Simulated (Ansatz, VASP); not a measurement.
## BeSe in VASP and in Ansatz

```
CELL_PARAMETERS angstrom
0.00000 2.54073 2.54073
2.54073 0.00000 2.54073
2.54073 2.54073 0.00000
ATOMIC_POSITIONS crystal
Be 0.00000 0.00000 0.00000
Se 0.25000 0.25000 0.25000
```

Alike in both runs: functional LDA; k mesh 10 × 10 × 10; occupations gaussian, width 0.02 eV; no spin polarisation.

Ansatz relaxed the structure, and its values are those at the end. VASP's run is a single point on that final structure, the one shown.

|  | VASP | Ansatz |
| --- | --- | --- |
| version | VASP 6.6.1 | Ansatz 0.2.0 |
| potentials or method | VASP PAW LDA potentials, release 64 (Be, Se) | scalar-relativistic, plane waves, PAW |
| plane-wave cutoff (eV) | 520 | 420 |
| valence electrons in the cell | 8 | 18 |

VASP gave:

- gap on the k mesh at the Fermi level (eV): 2.39
- least direct gap on the mesh (eV): 4.47
- pressure (GPa): 0.3

**Question.** What did Ansatz give for the same quantities?

**Answer.** gap on the k mesh at the Fermi level (eV): 2.40; least direct gap on the mesh (eV): 4.43; pressure (GPa): 0.0.

The two sets of potentials don't hold the same shells in valence.

A k mesh can miss the band edges.
